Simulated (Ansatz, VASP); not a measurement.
## One calculation of CO2, two programs

```xyz
6
Lattice="-1.9288 1.9288 2.9570 1.9288 -1.9288 2.9570 1.9288 1.9288 -2.9570" Properties=species:S:1:pos:R:3 pbc="T T T"
C     0.0000    0.0000    0.0000
C     0.0000    1.9288    1.4785
O     0.6554    0.9644    0.7393
O    -0.9644    1.2734    2.2178
O     1.2734    0.9644    3.6963
O     2.8932    0.6554   -0.7393
```

Alike in both runs: functional LDA; k mesh 8 × 8 × 8; occupations gaussian, width 0.1 eV; no spin polarisation.

Ansatz relaxed the structure, and its values are those at the end. VASP's run is a single point on that final structure, the one shown.

|  | VASP | Ansatz |
| --- | --- | --- |
| version | VASP 6.6.1 | Ansatz 0.2.0 |
| potentials or method | VASP PAW LDA potentials, release 64 (C, O) | scalar-relativistic, plane waves, PAW |
| plane-wave cutoff (eV) | 520 | 420 |
| valence electrons in the cell | 32 | 32 |

|  | VASP | Ansatz | Ansatz less VASP |
| --- | --- | --- | --- |
| gap on the k mesh at the Fermi level (eV) | 7.52 | 7.60 | +0.084 |
| least direct gap on the mesh (eV) | 8.01 | 8.06 | +0.053 |
| pressure (GPa) | 2.6 | 0.1 | -2.49 |
| rms of the force components (eV/Å) | 0.062 | 0.004 | -0.0582 |

A k mesh can miss the band edges. As with any semilocal functional, this LDA gap is likely too small.
